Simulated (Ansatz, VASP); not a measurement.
# Li: VASP beside Ansatz

```
Li
1.0
     3.05692    0.00000    0.00000
    -1.52846    2.64737    0.00000
     0.00000    0.00000   26.99658
Li
5
Direct
  0.66667 0.33333 0.31485
  0.00000 0.00000 0.40745
  0.66667 0.33333 0.49825
  0.33333 0.66667 0.58880
  0.66667 0.33333 0.67603
```

Alike in both runs: functional PBEsol; k mesh 12 × 12 × 1; occupations gaussian, width 0.1 eV; no spin polarisation.

Ansatz relaxed the structure, and its values are those at the end. VASP's run is a single point on that final structure, the one shown.

|  | VASP | Ansatz |
| --- | --- | --- |
| version | VASP 6.6.1 | Ansatz 0.2.0 |
| potentials or method | VASP PAW PBE potentials, release 64 (Li_sv) | scalar-relativistic, plane waves, PAW |
| plane-wave cutoff (eV) | 520 | 420 |
| valence electrons in the cell | 15 | 15 |

```tsv
	VASP	Ansatz	Ansatz less VASP
gap on the k mesh at the Fermi level (eV)	none	none	-
rms of the force components (eV/Å)	0.034	0.035	+0.0003
```

A gap of «none» marks a metal or a gap that the smearing closes. With one functional, cell and mesh, what is left measures potentials, basis and numerics.

Caveats: the PAW data sets were made with another functional, which shifts forces and pressure a little (VASP).
